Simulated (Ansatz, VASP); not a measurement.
This is a calculation of Mg for VASP 6.6.1.

INCAR

```
SYSTEM = Mg
ALGO = Normal ; EDIFF = 1E-7
ENCUT = 520 ; GGA = PE
ISIF = 2 ; ISMEAR = -1
LASPH = .TRUE. ; LCHARG = .FALSE.
LREAL = .FALSE. ; LWAVE = .FALSE.
NBANDS = 7 ; NELM = 80
PREC = Accurate ; SIGMA = 0.05
```

Contents of KPOINTS:

```
k-points
0
G
  10 10 10
  0 0 0
```

Contents of POSCAR:

```
Mg
1.0
    0.0000000000      2.2442560000      2.2442560000
    2.2442560000      0.0000000000      2.2442560000
    2.2442560000      2.2442560000      0.0000000000
Mg
1
Direct
    0.0000000000      0.0000000000      0.0000000000
```

Potentials or basis: VASP PAW PBE potentials, release 64 (Mg).

The run is started by

```console
$ cat potpaw_PBE.64/Mg/POTCAR > POTCAR
$ mpirun -np 1 vasp_std > vasp.out
```

Task: Translate it to Ansatz 0.2.0. Potentials there: Ansatz PAW.

Result: As run (the cutoff follows the program's own potentials):

The input input.yaml:

```yaml
crystal:
  lattice:
    - [0.0, 2.244256, 2.244256]
    - [2.244256, 0.0, 2.244256]
    - [2.244256, 2.244256, 0.0]
  atoms:
    - { symbol: Mg, position: [0.0, 0.0, 0.0] }
hamiltonian:
  xc: pbe
  pseudopotentials: { kind: paw }
kpoints:
  mp_grid: { grid: [10, 10, 10] }
scf:
  occupations: { method: fermi_dirac, width: 0.05 }
output:
  forces: true
  stress: true
  eigenvalues: true
```

Potentials or basis: Ansatz PAW.

The run is started by

```bash
$ ansatz run input.yaml --threads 1 --pin off --max-ram 3584MiB --backend cpu --events-out ev --progress --plain --runs-dir out
```

Both were run:

|  | VASP | Ansatz | Ansatz less VASP |
| --- | --- | --- | --- |
| gap on the k mesh at the Fermi level (eV) | none | none | - |
| pressure (GPa) | 0.7 | 0.8 | +0.12 |

A gap of «none» marks a metal or a gap that the smearing closes. The two sets of potentials don't hold the same shells in valence.
